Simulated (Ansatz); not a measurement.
This geometry of a periodic cell of 17 atoms, Si (host Si, host structure diamond, interstitial Si) is a first-order saddle point.

The calculation used Ansatz, DFT PBE-D3(BJ), scalar-relativistic, plane waves, PAW. Settings: PAW set soft_1, cutoff 420 eV, k mesh 2x2x2, gaussian smearing 0.05 eV, no spin polarisation.

```xyz
17
Lattice="0.0000 5.4300 5.4300 5.4300 0.0000 5.4300 5.4300 5.4300 0.0000" Properties=species:S:1:pos:R:3
Si -0.058 0.022 0.061
Si 1.343 1.420 1.298
Si 2.617 2.802 -0.083
Si 3.983 4.185 1.443
Si 2.917 0.202 2.517
Si 4.135 1.419 4.090
Si 5.513 2.801 2.814
Si 6.979 4.263 3.881
Si -0.062 2.652 2.698
Si 1.150 3.863 4.282
Si 2.518 5.234 2.915
Si 3.986 6.699 3.973
Si 2.737 2.655 5.492
Si 4.133 4.055 6.730
Si 5.516 5.326 5.346
Si 6.896 6.697 6.872
Si 4.765 7.478 6.102
```

Problem. Which two structures does it join? (They come from a converged band through this point; their orientation in space is the band's.)

Solution. Contacts lost: Si10–Si17. Contacts made: Si5–Si17. The atom that moves furthest is Si17, by 2.35 Å.

Initial state:

```xyz
17
Lattice="0.0000 5.4300 5.4300 5.4300 0.0000 5.4300 5.4300 5.4300 0.0000" Properties=species:S:1:pos:R:3
Si -0.001 0.033 0.000
Si 1.361 1.354 1.361
Si 2.682 2.717 0.002
Si 4.048 4.098 1.383
Si 2.714 -0.001 2.714
Si 4.067 1.352 4.067
Si 5.429 2.715 2.749
Si 6.791 4.076 4.069
Si 0.002 2.717 2.682
Si 1.382 4.097 4.049
Si 2.719 5.434 2.720
Si 4.054 6.769 4.054
Si 2.748 2.714 5.430
Si 4.069 4.076 6.791
Si 5.432 5.397 5.432
Si 6.813 6.763 6.813
Si 5.434 8.149 5.435
```

Final state:

Only the atoms that move by more than 0.05 Å are listed.
```
Si17 4.076 6.787 6.793
```

Problem. How far does it lie above each of them?

Solution. 0.30 eV above the first and 0.30 eV above the second. This is the barrier of this one path; another mechanism may lie lower. Limits of this set-up: coarse k mesh.

Run time: 6.4 min on 1 thread of Intel(R) Xeon(R) Platinum 8488C (Sapphire Rapids), on a shared host, peak memory 0.98 GiB.
